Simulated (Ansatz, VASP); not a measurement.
## Bi in VASP and in Ansatz

The input INCAR:

```
SYSTEM = Bi
PREC = Accurate
ENCUT = 520
EDIFF = 1E-6
ISMEAR = -1
SIGMA = 0.1
LREAL = .False.
LASPH = .True.
NELM = 80
ALGO = Normal
ISIF = 2
LWAVE = .False.
LCHARG = .False.
GGA = RP
NBANDS = 22
```

File KPOINTS:

```
Automatic mesh
0
Gamma
  8 8 8
  0 0 0
```

Contents of POSCAR:

```
Bi
1.0
    0.0000000000      3.5364954226      3.5364954226
    3.5364954226      0.0000000000      3.5364954226
    3.5364954226      3.5364954226      0.0000000000
Bi
2
Direct
    0.1250000000      0.1250000000      0.1250000000
    0.8750000000      0.8750000000      0.8750000000
```

Input for Ansatz:

```yaml
crystal:
  lattice:
    - [0.0, 3.5364954226, 3.5364954226]
    - [3.5364954226, 0.0, 3.5364954226]
    - [3.5364954226, 3.5364954226, 0.0]
  atoms:
    - { symbol: Bi, position: [0.125, 0.125, 0.125] }
    - { symbol: Bi, position: [0.875, 0.875, 0.875] }
hamiltonian:
  xc: rpbe
  pseudopotentials:
    kind: paw
    azcp:
      Bi: "pseudopotentials/Bi.paw.azcp"
basis:
  ecutwfc: 420
  fft_grid_basis: typed
kpoints:
  mp_grid: { grid: [8, 8, 8], shift: [0, 0, 0] }
magnetization:
  spin_polarized: false
scf:
  occupations: { method: fermi_dirac, width: 0.1 }
  lower_state_search: "off"
output:
  stress: true
```

Alike in both runs: task single point; functional RPBE; k mesh 8 × 8 × 8; occupations fermi-dirac, width 0.1 eV; no spin polarisation.

|  | VASP | Ansatz |
| --- | --- | --- |
| version | VASP 6.6.1 | Ansatz 0.2.0 |
| potentials or method | VASP PAW PBE potentials, release 64 (Bi_d) | plane waves (420 eV) with PAW, scalar-relativistic |
| plane-wave cutoff (eV) | 520 | 420 |
| valence electrons in the cell | 30 | 30 |

VASP gave:

- pressure (GPa): 4.3

Q: Estimate Ansatz's values.

A: Pressure (GPa): 4.4.

Caveats: the PAW data sets were made with another functional, which shifts forces and pressure a little (VASP).
